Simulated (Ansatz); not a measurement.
# Chromium, simple cubic under PBE: structure, energy and stiffness

Aim: take chromium in the simple cubic structure, relax it, solve it on a dense k-mesh, switch on spin-orbit coupling, then scale the cell to 7 volumes from 88 to 112 % of the relaxed one and try a fit of the equation of state. The start is ferromagnetic. The k-meshes are 13×13×13 for the relaxation; 22×22×22 for the dense run; 13×13×13 for spin-orbit coupling; 15×15×15 for the volumes.

This is Cr in the simple cubic structure; at room conditions it is bcc.

Program: Ansatz 0.2.0. Level of theory: DFT PBE, plane waves (420 eV) with PAW, scalar-relativistic. These are calculated values, not measurements.

## (1) The system as given

Symmetry: Pm-3m, No. 221, cubic system. Conventional cell: a = 2.348 Å, b = 2.348 Å, c = 2.348 Å, α = 90.00°, β = 90.00°, γ = 90.00°. Cr (site symmetry m-3m) has 6 Cr at 2.35 Å as nearest neighbours.

Coordinates:

```
CELL_PARAMETERS angstrom
2.34843 0.00000 0.00000
0.00000 2.34843 0.00000
0.00000 0.00000 2.34843
ATOMIC_POSITIONS crystal
Cr 0.00000 0.00000 0.00000
```

Starting moments (μB): +1.5.

## (2) Relaxing cell and atoms

The input, input.yaml:

```yaml
crystal:
  lattice:
    - [2.3484326893, 0.0, 0.0]
    - [0.0, 2.3484326893, 0.0]
    - [0.0, 0.0, 2.3484326893]
  atoms:
    - { symbol: Cr, position: [0.0, 0.0, 0.0], spin: 1.5 }
hamiltonian:
  xc: pbe
  pseudopotentials:
    kind: paw
    azcp:
      Cr: "pseudopotentials/Cr.paw.azcp"
basis:
  ecutwfc: 420
  fft_grid_basis: typed
kpoints:
  mp_grid: { grid: [13, 13, 13], shift: [0, 0, 0] }
magnetization:
  spin_polarized: true
scf:
  occupations: { method: fermi_dirac, width: 0.05 }
relax:
  max_steps: 60
  f_tol: 0.01
  cell: {}
output:
  write_density: true
  write_potential: true
  elf: true
  volumetric_format: npy
```

The run is started by

```
$ ansatz run input.yaml --threads 1 --pin off --max-ram 3584MiB --backend cpu --events-out ev --progress --plain --runs-dir out
```

Further steps of the session: The energy on a finer k-mesh; Spin-orbit coupling switched on; At 88 % of the relaxed volume; At 92 % of the relaxed volume; At 96 % of the relaxed volume; At 100 % of the relaxed volume; At 104 % of the relaxed volume; At 108 % of the relaxed volume; At 112 % of the relaxed volume.

What does the calculation give? Wanted: space group; conventional cell; volume; shortest distance; gap on the mesh; magnetic state; relative to bcc, antiferromagnetic; V₀, B₀, B₀′.

As calculated:

| quantity | value |
| --- | --- |
| space group (spins left aside) | Pm-3m (No. 221) |
| conventional cell | a = 2.337 Å |
| volume | 12.767 Å³/atom |
| shortest distance | 2.337 Å |
| gap on the mesh | none (levels filled in part) |
| magnetic state | non-magnetic |
| relative to bcc, antiferromagnetic | +1044 meV/atom |
| V₀, B₀, B₀′ | 12.826 Å³/atom, 184 GPa, 4.1 |

**Reading.** The relaxation shrank the cell by 1.4 % in volume. It lies 1044 meV/atom above the element's reference form at the same level (bcc, antiferromagnetic, from a run of its own); part of this is magnetic energy, as this run has no moments. The moments die out: the run ends non-magnetic. No gap shows: it is a metal or semimetal at this level. Totals with and without spin-orbit coupling (-0.13 eV/atom apart) can't be read as binding, since the two-component data shift the zero of energy. The fitted modulus is 184 GPa. The symmetry was held, so the structure may be unstable against distortions that break it.
